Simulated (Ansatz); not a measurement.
# InSb: a line through a two-coordinate scan

One line of a two-coordinate grid on InSb (Fm-3m, No. 225; 2 atoms in the cell): volume per atom is varied, at c/a of the conventional cell = 1.062.

Program: Ansatz 0.2.0. Level of theory: DFT PBE, scalar-relativistic, plane waves, PAW. These are calculated values, not measurements.

18 further runs of the same task are left out: 1 that didn't finish, 17 set aside as unsound or not needed.

## 1. The structure to begin with

Symmetry: Fm-3m, No. 225, cubic system. Conventional cell: a = 6.150 Å, b = 6.150 Å, c = 6.150 Å, α = 90.00°, β = 90.00°, γ = 90.00°. In (site symmetry m-3m) has 6 Sb at 3.08 Å as nearest neighbours. Around Sb (site symmetry m-3m) lie 6 In at 3.08 Å.

Coordinates:

```xyz
2
Lattice="0.0000 3.0752 3.0752 3.0752 0.0000 3.0752 3.0752 3.0752 0.0000" Properties=species:S:1:pos:R:3 pbc="T T T"
In    0.0000    0.0000    0.0000
Sb    3.0752    3.0752    3.0752
```

It goes back to an entry of the Materials Project, which need not be the stable form.

## 2. The scan

The energy is mapped over volume and the cell's shape.

First coordinate, volume per atom: 7 values from 26.75 to 31.41 Å³. Second coordinate, c/a of the conventional cell: 7 values from 0.834 to 1.200.

Nothing else is relaxed (symmetry fixes all fractional coordinates). Energies count from the relaxed crystal. Points are written as (first, second).

## 3. The run at (26.75 Å³, 1.062)

Input file input.yaml:

```yaml
crystal:
  lattice:
    - [0.0, 2.9310642529, 3.1142557687]
    - [2.9310642529, 0.0, 3.1142557687]
    - [2.9310642529, 2.9310642529, 0.0]
  atoms:
    - { symbol: In, position: [0.0, 0.0, 0.0] }
    - { symbol: Sb, position: [0.5, 0.5, 0.5] }
basis:
  ecutwfc: 420
kpoints:
  mp_grid: { grid: [14, 14, 14] }
hamiltonian:
  xc: pbe
  pseudopotentials: { kind: paw, azcp: { folder: soft_1 } }
scf:
  occupations: { method: gaussian, width: 0.15 }
output:
  forces: true
  stress: true
  eigenvalues: true
```

The run is started by

```
$ ansatz run input.yaml --threads 1 --pin off --max-ram 2048MiB --backend cpu --events-out ev --progress --plain --runs-dir out
```

Standard output, cut to the lines that bear on the results:

```text
Warning: RAYON_NUM_THREADS=1 ignored (pool sized by the plan → 1); use --threads N
[...]
Pseudopotentials: kind: paw
Pseudopotential: In, paw, valence charge 13, recommended cutoff 420 eV (normal), <dir>
Pseudopotential: Sb, paw, valence charge 15, recommended cutoff 420 eV (normal), <dir>
Functional definition: PBE
[...]
Crystal: 2 atoms, lattice volume = 53.510 Å³
Basis set: ecut = 420 eV, 1023 PW (Γ), exchange–correlation on 60×60×60 points (8 copies of the dense FFT grid, shifted against one another)
Bands: 18, of which v1, the nominal top of the filled ones, is band 14 counted from 1 (13 counted from 0)
Symmetry: 16 space group operations
Space group: I4/mmm (ITA 139), of the structure as read, at distance tolerance 3.8e-5 Å
k-points: 244 of 2744
[...]
SCF iter   1: F=—  HF=-12082.354209 eV  |F-HF|=—  |Δ(HF+E_count)|=         —  Δρ=1.72e-2  dr2=1.11e-1  ethr=3.10e-3  ⟨swp⟩=5.8  Hψ=23097  notcnv=0
[...]
SCF iter   8: F=-12082.346507 eV  HF=-12082.346507 eV  |F-HF|=4.23e-9  |Δ(HF+E_count)|=  3.97e-10  Δρ=2.72e-6  dr2=4.93e-9  ethr=3.57e-10  ⟨swp⟩=6.0  Hψ=19320  notcnv=0
[...]
SCF converged after 8 iterations
Free energy (F): -12082.346507 eV
[...]
E sigma→0 (E₀):  -12082.339302 eV
Entropy (-TS):   -0.014409 eV (-7.204 meV/atom)
Fermi energy:    10.643757 eV
[...]
--- Forces (eV/Å), atoms counted from 1 ---
  atom   1  In    -0.00000000     0.00000000     0.00000000
  atom   2  Sb     0.00000000    -0.00000000     0.00000000
[...]
--- Stress (GPa, compression-positive) ---
        7.427751       0.000000       0.000000
        0.000000       7.427751      -0.000000
        0.000000       0.000000       1.017153
  P = ⅓ Tr σ = 5.2909 GPa (52.909 kbar)
--- Band table (eV; the first three rows and the last of 244) ---
  k-point 0: bands = ["-18.0992", "-18.0815", "-18.0788", "-18.0681", "-18.0681", "-3.8942", "-3.8850", "-3.8730", "-3.8468", "-3.8468", "-0.8319", "10.3587", "10.3587", "10.7597", "10.9758", "15.8299", "16.6781", "17.0575"]
[...]
```

It took 22 s on 1 thread of Arm Neoverse N1, shared host; peak memory 0.45 GiB.

Energy on the map's scale: 53 meV/atom.

## 4. Point (27.53 Å³, 1.062)

input.yaml, as its differences from that of step 3:

```diff
@@ -2,5 +2,5 @@
   lattice:
-    - [0.0, 2.9310642529, 3.1142557687]
-    - [2.9310642529, 0.0, 3.1142557687]
-    - [2.9310642529, 2.9310642529, 0.0]
+    - [0.0, 2.9590962451, 3.1440397604]
+    - [2.9590962451, 0.0, 3.1440397604]
+    - [2.9590962451, 2.9590962451, 0.0]
   atoms:
```

The run is started by

```
$ ansatz run input.yaml --threads 1 --pin off --max-ram 2048MiB --backend cpu --events-out ev --progress --plain --runs-dir out
```

Standard output, cut to the lines that bear on the results:

```text
Warning: RAYON_NUM_THREADS=1 ignored (pool sized by the plan → 1); use --threads N
[...]
Pseudopotentials: kind: paw
Pseudopotential: In, paw, valence charge 13, recommended cutoff 420 eV (normal), <dir>
Pseudopotential: Sb, paw, valence charge 15, recommended cutoff 420 eV (normal), <dir>
Functional definition: PBE
[...]
Crystal: 2 atoms, lattice volume = 55.060 Å³
Basis set: ecut = 420 eV, 1079 PW (Γ), exchange–correlation on 60×60×60 points (8 copies of the dense FFT grid, shifted against one another)
Bands: 18, of which v1, the nominal top of the filled ones, is band 14 counted from 1 (13 counted from 0)
Symmetry: 16 space group operations
Space group: I4/mmm (ITA 139), of the structure as read, at distance tolerance 3.8e-5 Å
k-points: 244 of 2744
[...]
SCF iter   1: F=—  HF=-12082.398333 eV  |F-HF|=—  |Δ(HF+E_count)|=         —  Δρ=1.68e-2  dr2=1.11e-1  ethr=3.10e-3  ⟨swp⟩=5.9  Hψ=22974  notcnv=0
[...]
SCF iter   8: F=-12082.388217 eV  HF=-12082.388217 eV  |F-HF|=6.21e-9  |Δ(HF+E_count)|=   3.92e-9  Δρ=3.11e-6  dr2=5.71e-9  ethr=3.57e-10  ⟨swp⟩=6.0  Hψ=19470  notcnv=0
[...]
SCF converged after 8 iterations
Free energy (F): -12082.388217 eV
[...]
E sigma→0 (E₀):  -12082.380864 eV
Entropy (-TS):   -0.014707 eV (-7.353 meV/atom)
Fermi energy:    10.203561 eV
[...]
--- Forces (eV/Å), atoms counted from 1 ---
  atom   1  In    -0.00000000     0.00000000     0.00000000
  atom   2  Sb     0.00000000    -0.00000000    -0.00000000
[...]
--- Stress (GPa, compression-positive) ---
        5.239858       0.000000       0.000000
        0.000000       5.239858       0.000000
        0.000000       0.000000      -0.333197
  P = ⅓ Tr σ = 3.3822 GPa (33.822 kbar)
--- Band table (eV; the first three rows and the last of 244) ---
  k-point 0: bands = ["-18.5077", "-18.4920", "-18.4893", "-18.4800", "-18.4800", "-4.2876", "-4.2802", "-4.2666", "-4.2443", "-4.2443", "-1.0671", "9.9333", "9.9333", "10.0986", "10.5389", "15.3213", "16.2196", "16.5975"]
[...]
```

Run time: 22 s. Hardware: 1 thread of Arm Neoverse N1, shared host; peak memory 0.46 GiB.

On the map this point reads 33 meV/atom.

## 5. Point (28.31 Å³, 1.062)

input.yaml, as its differences from that of step 4:

```diff
@@ -2,5 +2,5 @@
   lattice:
-    - [0.0, 2.9590962451, 3.1440397604]
-    - [2.9590962451, 0.0, 3.1440397604]
-    - [2.9590962451, 2.9590962451, 0.0]
+    - [0.0, 2.9866421358, 3.1733072693]
+    - [2.9866421358, 0.0, 3.1733072693]
+    - [2.9866421358, 2.9866421358, 0.0]
   atoms:
```

The run is started by

```
$ ansatz run input.yaml --threads 1 --pin off --max-ram 2048MiB --backend cpu --events-out ev --progress --plain --runs-dir out
```

Standard output, cut to the lines that bear on the results:

```text
Warning: RAYON_NUM_THREADS=1 ignored (pool sized by the plan → 1); use --threads N
[...]
Pseudopotentials: kind: paw
Pseudopotential: In, paw, valence charge 13, recommended cutoff 420 eV (normal), <dir>
Pseudopotential: Sb, paw, valence charge 15, recommended cutoff 420 eV (normal), <dir>
Functional definition: PBE
[...]
Crystal: 2 atoms, lattice volume = 56.612 Å³
Basis set: ecut = 420 eV, 1103 PW (Γ), exchange–correlation on 60×60×60 points (8 copies of the dense FFT grid, shifted against one another)
Bands: 18, of which v1, the nominal top of the filled ones, is band 14 counted from 1 (13 counted from 0)
Symmetry: 16 space group operations
Space group: I4/mmm (ITA 139), of the structure as read, at distance tolerance 3.8e-5 Å
k-points: 244 of 2744
[...]
SCF iter   1: F=—  HF=-12082.425248 eV  |F-HF|=—  |Δ(HF+E_count)|=         —  Δρ=1.64e-2  dr2=1.12e-1  ethr=3.10e-3  ⟨swp⟩=5.9  Hψ=22891  notcnv=0
[...]
SCF iter   8: F=-12082.412844 eV  HF=-12082.412844 eV  |F-HF|=6.82e-9  |Δ(HF+E_count)|=   1.89e-8  Δρ=3.29e-6  dr2=6.44e-9  ethr=3.57e-10  ⟨swp⟩=5.9  Hψ=19111  notcnv=0
[...]
SCF converged after 8 iterations
Free energy (F): -12082.412844 eV
[...]
E sigma→0 (E₀):  -12082.405325 eV
Entropy (-TS):   -0.015038 eV (-7.519 meV/atom)
Fermi energy:    9.787936 eV
[...]
--- Forces (eV/Å), atoms counted from 1 ---
  atom   1  In    -0.00000000     0.00000000    -0.00000000
  atom   2  Sb     0.00000000     0.00000000     0.00000000
[...]
--- Stress (GPa, compression-positive) ---
        3.354044       0.000000       0.000000
        0.000000       3.354044      -0.000000
        0.000000       0.000000      -1.475446
  P = ⅓ Tr σ = 1.7442 GPa (17.442 kbar)
--- Band table (eV; the first three rows and the last of 244) ---
  k-point 0: bands = ["-18.8962", "-18.8823", "-18.8796", "-18.8715", "-18.8715", "-4.6625", "-4.6569", "-4.6420", "-4.6232", "-4.6232", "-1.2912", "9.4759", "9.5310", "9.5310", "10.1252", "14.8380", "15.7860", "16.1621"]
[...]
```

Run time: 25 s. Hardware: 1 thread of Arm Neoverse N1, shared host; peak memory 0.46 GiB.

On the map this point reads 20 meV/atom.

## 6. Grid point (29.08 Å³, 1.062)

input.yaml, as its differences from that of step 5:

```diff
@@ -2,5 +2,5 @@
   lattice:
-    - [0.0, 2.9866421358, 3.1733072693]
-    - [2.9866421358, 0.0, 3.1733072693]
-    - [2.9866421358, 2.9866421358, 0.0]
+    - [0.0, 3.0136635469, 3.2020175186]
+    - [3.0136635469, 0.0, 3.2020175186]
+    - [3.0136635469, 3.0136635469, 0.0]
   atoms:
```

The run is started by

```
$ ansatz run input.yaml --threads 1 --pin off --max-ram 2048MiB --backend cpu --events-out ev --progress --plain --runs-dir out
```

Standard output, cut to the lines that bear on the results:

```text
Warning: RAYON_NUM_THREADS=1 ignored (pool sized by the plan → 1); use --threads N
[...]
Pseudopotentials: kind: paw
Pseudopotential: In, paw, valence charge 13, recommended cutoff 420 eV (normal), <dir>
Pseudopotential: Sb, paw, valence charge 15, recommended cutoff 420 eV (normal), <dir>
Functional definition: PBE
[...]
Crystal: 2 atoms, lattice volume = 58.163 Å³
Basis set: ecut = 420 eV, 1147 PW (Γ), exchange–correlation on 60×60×60 points (8 copies of the dense FFT grid, shifted against one another)
Bands: 18, of which v1, the nominal top of the filled ones, is band 14 counted from 1 (13 counted from 0)
Symmetry: 16 space group operations
Space group: I4/mmm (ITA 139), of the structure as read, at distance tolerance 3.9e-5 Å
k-points: 244 of 2744
[...]
SCF iter   1: F=—  HF=-12082.437284 eV  |F-HF|=—  |Δ(HF+E_count)|=         —  Δρ=1.60e-2  dr2=1.13e-1  ethr=3.10e-3  ⟨swp⟩=5.9  Hψ=22783  notcnv=0
[...]
SCF iter   8: F=-12082.422783 eV  HF=-12082.422783 eV  |F-HF|=4.18e-9  |Δ(HF+E_count)|=   3.26e-8  Δρ=2.81e-6  dr2=4.94e-9  ethr=3.57e-10  ⟨swp⟩=5.9  Hψ=18795  notcnv=0
[...]
SCF converged after 8 iterations
Free energy (F): -12082.422783 eV
[...]
E sigma→0 (E₀):  -12082.415062 eV
Entropy (-TS):   -0.015442 eV (-7.721 meV/atom)
Fermi energy:    9.395532 eV
[...]
--- Forces (eV/Å), atoms counted from 1 ---
  atom   1  In     0.00000000     0.00000000     0.00000000
  atom   2  Sb     0.00000000    -0.00000000    -0.00000000
[...]
--- Stress (GPa, compression-positive) ---
        1.736748       0.000000      -0.000000
        0.000000       1.736748      -0.000000
       -0.000000      -0.000000      -2.434354
  P = ⅓ Tr σ = 0.3464 GPa (3.464 kbar)
--- Band table (eV; the first three rows and the last of 244) ---
  k-point 0: bands = ["-19.2653", "-19.2530", "-19.2502", "-19.2432", "-19.2432", "-5.0193", "-5.0154", "-4.9993", "-4.9837", "-4.9837", "-1.5045", "8.8898", "9.1508", "9.1508", "9.7337", "14.3790", "15.3762", "15.7503"]
[...]
```

Wall time 24 s (1 thread of Arm Neoverse N1, shared host); peak memory 0.46 GiB.

Energy on the map's scale: 15 meV/atom.

## 7. Point (30.63 Å³, 1.062)

input.yaml, as its differences from that of step 6:

```diff
@@ -2,5 +2,5 @@
   lattice:
-    - [0.0, 3.0136635469, 3.2020175186]
-    - [3.0136635469, 0.0, 3.2020175186]
-    - [3.0136635469, 3.0136635469, 0.0]
+    - [0.0, 3.0663058498, 3.2579499654]
+    - [3.0663058498, 0.0, 3.2579499654]
+    - [3.0663058498, 3.0663058498, 0.0]
   atoms:
```

The run is started by

```
$ ansatz run input.yaml --threads 1 --pin off --max-ram 2048MiB --backend cpu --events-out ev --progress --plain --runs-dir out
```

Standard output, cut to the lines that bear on the results:

```text
[...]
SCF converged after 8 iterations
Free energy (F): -12082.406986 eV
[...]
E sigma→0 (E₀):  -12082.398784 eV
Entropy (-TS):   -0.016403 eV (-8.202 meV/atom)
Fermi energy:    8.671621 eV
[...]
--- Forces (eV/Å), atoms counted from 1 ---
  atom   1  In     0.00000000     0.00000000    -0.00000000
  atom   2  Sb     0.00000000    -0.00000000    -0.00000000
[...]
--- Stress (GPa, compression-positive) ---
       -0.838542       0.000000      -0.000000
        0.000000      -0.838542      -0.000000
       -0.000000      -0.000000      -3.906667
  P = ⅓ Tr σ = -1.8612 GPa (-18.612 kbar)
--- Band table (eV; the first three rows and the last of 244) ---
  k-point 0: bands = ["-19.9517", "-19.9421", "-19.9391", "-19.9340", "-19.9340", "-5.6840", "-5.6835", "-5.6655", "-5.6555", "-5.6555", "-1.9033", "7.8145", "8.4488", "8.4488", "9.0093", "13.5258", "14.6197", "14.9892"]
[...]
```

Wall time 26 s (1 thread of Arm Neoverse N1, shared host); peak memory 0.47 GiB.

On the map this point reads 23 meV/atom.

## 8. Grid point (31.41 Å³, 1.062)

input.yaml, as its differences from that of step 7:

```diff
@@ -2,5 +2,5 @@
   lattice:
-    - [0.0, 3.0663058498, 3.2579499654]
-    - [3.0663058498, 0.0, 3.2579499654]
-    - [3.0663058498, 3.0663058498, 0.0]
+    - [0.0, 3.0919831214, 3.2852320665]
+    - [3.0919831214, 0.0, 3.2852320665]
+    - [3.0919831214, 3.0919831214, 0.0]
   atoms:
```

The run is started by

```
$ ansatz run input.yaml --threads 1 --pin off --max-ram 2048MiB --backend cpu --events-out ev --progress --plain --runs-dir out
```

Standard output, cut to the lines that bear on the results:

```text
[...]
SCF converged after 8 iterations
Free energy (F): -12082.384654 eV
[...]
E sigma→0 (E₀):  -12082.376180 eV
Entropy (-TS):   -0.016949 eV (-8.475 meV/atom)
Fermi energy:    8.336816 eV
[...]
--- Forces (eV/Å), atoms counted from 1 ---
  atom   1  In    -0.00000000     0.00000000     0.00000000
  atom   2  Sb     0.00000000    -0.00000000    -0.00000000
[...]
--- Stress (GPa, compression-positive) ---
       -1.857370       0.000000       0.000000
        0.000000      -1.857370       0.000000
        0.000000      -0.000000      -4.462982
  P = ⅓ Tr σ = -2.7259 GPa (-27.259 kbar)
--- Band table (eV; the first three rows and the last of 244) ---
  k-point 0: bands = ["-20.2713", "-20.2629", "-20.2598", "-20.2554", "-20.2554", "-5.9956", "-5.9944", "-5.9767", "-5.9692", "-5.9692", "-2.0902", "7.3202", "8.1238", "8.1238", "8.6733", "13.1284", "14.2695", "14.6075"]
[...]
```

It took 29 s on 1 thread of Arm Neoverse N1, shared host; peak memory 0.48 GiB.

Energy on the map's scale: 34 meV/atom.

## 9. Results

```
volume per atom (Å³)  step  energy (meV/atom)  slope (meV/atom per Å³)  pressure (GPa)
               26.75     3                 53                    −33.0             5.3
               27.53     4                 33                    −21.1             3.4
               28.31     5                 20                    −10.9             1.7
               29.08     6                 15                     −2.2             0.3
               29.86     –                 17                      5.3            −0.8
               30.63     7                 23                     11.6            −1.9
               31.41     8                 34                     17.0            −2.7
```

Energies count from the relaxed crystal. Rows without a step come from runs not printed here or follow by symmetry. Slopes come from the forces (and the stress, where the cell changes), not from differences of energies.

In words: The lowest point of the line is at 29.08 Å³, 15 meV/atom from the zero. A fit to energies and slopes at the lowest point and its two neighbours puts the minimum at 29.295 Å³, with a curvature of about 9.9 meV/atom per (Å³)². V·d²E/dV² there is about 47 GPa, a bulk modulus under this line's constraint. The highest point computed, at 26.75 Å³, lies 38 meV/atom above the lowest. This is one cut through a surface in two coordinates; the map's lowest point lies off it. The runs treat Sb without spin-orbit coupling.
